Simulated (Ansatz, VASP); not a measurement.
Two plane-wave programs on Fe

```
Fe
1.0
    -1.39407    1.39407    1.39407
     1.39407   -1.39407    1.39407
     1.39407    1.39407   -1.39407
Fe
1
Cartesian
  0.0000 0.0000 0.0000
```

Alike in both runs: functional PBEsol; k mesh 22 × 22 × 22; occupations fermi-dirac, width 0.08 eV; collinear spin.

Ansatz relaxed the structure, and its values are those at the end. VASP's run is a single point on that final structure, the one shown.

|  | VASP | Ansatz |
| --- | --- | --- |
| version | VASP 6.6.1 | Ansatz 0.2.0 |
| potentials or method | VASP PAW PBE potentials, release 64 (Fe) | PAW with Ansatz's default frozen-core files, scalar-relativistic |
| plane-wave cutoff (eV) | 520 | 420 |
| valence electrons in the cell | 8 | 16 |

VASP gave:

- pressure (GPa): -0.1
- net moment per atom (μB): 2.12
- size of the moment on the site where the two differ most (μB): 2.10

**Question.** Estimate Ansatz's values.

**Answer.** Pressure (GPa): 0.0; net moment per atom (μB): 2.11; size of the moment on the site where the two differ most (μB): 2.13.

Site moments also hang on the region over which each program counts them. The two sets of potentials don't hold the same shells in valence.

Caveats: the PAW data sets were made with another functional, which shifts forces and pressure a little (VASP).
